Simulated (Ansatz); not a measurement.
System: zinc-blende InN (metastable phase). Method: PBE0-D3(BJ) (PAW; Ansatz, a quantum-chemistry and plane-wave program).

Numerical settings: plane-wave cutoff 460 eV, 10×10×10 k mesh, Fermi–Dirac smearing 0.01 eV, scalar-relativistic PAW data made under PBE.

Computed at the level's own relaxed cell.

Problem. Estimate the pressure derivative B′ of the bulk modulus, lattice constant a and volume per atom that the calculation returns.

Solution. 
- pressure derivative B′ of the bulk modulus = 4.5
- lattice constant a = 4.947 Å
- volume per atom = 15.13 Å³/atom

Measured, for comparison: lattice constant a 5.01 ± 0.01 Å, equilibrium volume per atom 15.72 Å³/atom (temperature not stated, not corrected to a static lattice, epilayer on 3C-SiC; as tabulated in Schörmann, As, Lischka, Schley, Goldhahn et al., Appl. Phys. Lett. 89, 261903 …). Computed (rounded) less measured: lattice constant a -1.3 %, equilibrium volume per atom -3.8 %. A static lattice is as a rule a little smaller and stiffer than an uncorrected measurement, which narrows the difference in the lattice constant a and would widen misses of the other sign.

Spin–orbit coupling is not included.

The computed numbers hold no vibrational or temperature effects.

The result took around 12 core-minutes (rough).
